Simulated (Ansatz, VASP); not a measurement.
GaAs: VASP beside Ansatz

Contents of INCAR:

```
PREC     = Accurate       # precision mode
ENCUT    = 520            # plane-wave cutoff, eV
EDIFF    = 1E-7           # SCF threshold, eV
ISMEAR   = 0              # smearing method
SIGMA    = 0.05           # smearing width, eV
LREAL    = F              # projectors in reciprocal space
LASPH    = T              # aspherical terms in the spheres
NELM     = 60             # most SCF steps
ALGO     = Normal         # electronic algorithm
ISIF     = 2              # what is computed and relaxed
LWAVE    = F              # write WAVECAR
LCHARG   = F              # write CHGCAR
GGA      = PS             # functional
NBANDS   = 16             # bands
```

The input KPOINTS:

```
Automatic mesh
0
Gamma
  8 8 8
```

The input POSCAR:

```
GaAs
1.0
    0.0000000000      2.8116166714      2.8116166714
    2.8116166714      0.0000000000      2.8116166714
    2.8116166714      2.8116166714      0.0000000000
Ga As
1 1
Direct
    0.0000000000      0.0000000000      0.0000000000
    0.7500000000      0.7500000000      0.7500000000
```

Input for Ansatz:

```yaml
crystal:
  lattice:
    - [0.0, 2.8116166714, 2.8116166714]
    - [2.8116166714, 0.0, 2.8116166714]
    - [2.8116166714, 2.8116166714, 0.0]
  atoms:
    - { symbol: Ga, position: [0.0, 0.0, 0.0] }
    - { symbol: As, position: [0.75, 0.75, 0.75] }
basis:
  ecutwfc: 420
  ecutrho_ratio: 4
kpoints:
  mp_grid: { grid: [8, 8, 8] }
hamiltonian:
  xc: pbesol
scf:
  occupations: { method: gaussian, width: 0.05 }
output:
  forces: true
  stress: true
  eigenvalues: true
```

Alike in both runs: task single point; functional PBEsol; k mesh 8 × 8 × 8; occupations gaussian, width 0.05 eV; no spin polarisation.

|  | VASP | Ansatz |
| --- | --- | --- |
| version | VASP 6.6.1 | Ansatz 0.2.0 |
| potentials or method | VASP PAW PBE potentials, release 64 (Ga_d, As) | scalar-relativistic, plane waves, PAW |
| plane-wave cutoff (eV) | 520 | 420 |
| valence electrons in the cell | 18 | 28 |

|  | VASP | Ansatz | Ansatz less VASP |
| --- | --- | --- | --- |
| gap on the k mesh at the Fermi level (eV) | 0.58 | 0.56 | -0.015 |
| least direct gap on the mesh (eV) | 0.58 | 0.56 | -0.015 |
| pressure (GPa) | 1.5 | 1.4 | -0.17 |

The functional is the same, so the differences come from potentials, cutoffs and numerics. The two sets of potentials don't hold the same shells in valence.

Caveats: the PAW data sets were made with another functional, which shifts forces and pressure a little (VASP). A k mesh can miss the band edges. As with any semilocal functional, this PBEsol gap is likely too small.
